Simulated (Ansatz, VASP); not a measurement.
**Sb: VASP beside Ansatz**

Contents of INCAR:

```
SYSTEM = Sb
ALGO = Normal
EDIFF = 1E-6
ENCUT = 520
ISIF = 2
ISMEAR = -1
LASPH = .True.
LCHARG = .False.
LREAL = .False.
LWAVE = .False.
NBANDS = 8
NELM = 80
PREC = Accurate
SIGMA = 0.05
```

The input KPOINTS:

```
k-points
0
Gamma
  12 12 12
  0 0 0
```

The input POSCAR:

```
Sb
1.0
   -1.5972865120      1.5972865120      2.7476259243
    1.5972865120     -1.5972865120      2.7476259243
    1.5972865120      1.5972865120     -2.7476259243
Sb
1
Direct
    0.0000000000      0.0000000000      0.0000000000
```

Contents of input.yaml:

```yaml
crystal:
  lattice:
    - [-1.597286512, 1.597286512, 2.7476259243]
    - [1.597286512, -1.597286512, 2.7476259243]
    - [1.597286512, 1.597286512, -2.7476259243]
  atoms:
    - { symbol: Sb, position: [0.0, 0.0, 0.0] }
hamiltonian:
  xc: lda
  pseudopotentials: { kind: paw }
kpoints:
  mp_grid: { grid: [12, 12, 12] }
scf:
  occupations: { method: fermi_dirac, width: 0.05 }
output:
  forces: true
  stress: true
  eigenvalues: true
```

This isn't the form of Sb at room conditions, which is rhombohedral.

Alike in both runs: task single point; functional LDA; k mesh 12 × 12 × 12; occupations fermi-dirac, width 0.05 eV; no spin polarisation.

```csv
,VASP,Ansatz
version,VASP 6.6.1,Ansatz 0.2.0
potentials or method,"VASP PAW LDA potentials, release 64 (Sb)",Ansatz PAW
plane-wave cutoff (eV),520,420
valence electrons in the cell,5,15
```

Ansatz gave:

| Item | Value |
| --- | --- |
| gap on the k mesh at the Fermi level (eV) | none |
| pressure (GPa) | -4.6 |
| largest component of the traceless stress (GPa) | 0.27 |

Problem. Which values does VASP return?

Solution. gap on the k mesh at the Fermi level (eV): none; pressure (GPa): -4.5; largest component of the traceless stress (GPa): 0.25.

A gap of «none» marks a metal or a gap that the smearing closes. The two sets of potentials don't hold the same shells in valence.

Caveats: the PAW data sets come from PBE, with cores solved anew for the run's functional, which leaves a small shift of forces and pressure (Ansatz). Spin-orbit coupling is left out, which matters for the levels of Sb.
